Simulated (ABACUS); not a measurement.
Hf:

```
Hf
1.0
     3.19670    0.00000    0.00000
    -1.59835    2.76842    0.00000
     0.00000    0.00000    5.05780
Hf
2
Direct
  0.66667 0.33333 0.75000
  0.33333 0.66667 0.25000
```

- Program: ABACUS 3.10.1
- Task: single point
- Functional: PBE
- Potentials or basis: PseudoDojo NC SR 0.4.1 PBE standard
- Cutoff: 789 eV
- Density cutoff: 3157 eV
- Basis: plane waves
- k mesh: 10 × 10 × 5
- Occupations: fermi-dirac, width 0.05 eV
- Spin: no spin polarisation

On this cell: pressure 0.6 GPa; largest force under 0.003 eV/Å; band gap on the k mesh none (metal or under the smearing width).

The same run follows on a disturbed copy (atoms moved at random, drawn with an rms of 0.05 Å):

```
CELL_PARAMETERS angstrom
3.19670 0.00000 0.00000
-1.59835 2.76842 0.00000
0.00000 0.00000 5.05780
ATOMIC_POSITIONS crystal
Hf 0.67080 0.34630 0.75451
Hf 0.32565 0.67287 0.24668
```

What does the disturbed cell give?

The energy (extrapolated to zero smearing) moves by +2.1 meV/atom; pressure 0.7 GPa; largest force 0.168 eV/Å; band gap on the k mesh none (metal or under the smearing width).

Forces on the atoms (eV/Å):
```
Hf  -0.064 -0.044 -0.148
Hf   0.064  0.044  0.148
```

Stress tensor (GPa, compression positive):
```
0.96 0.25 0.05
0.25 0.61 0.04
0.05 0.04 0.56
```
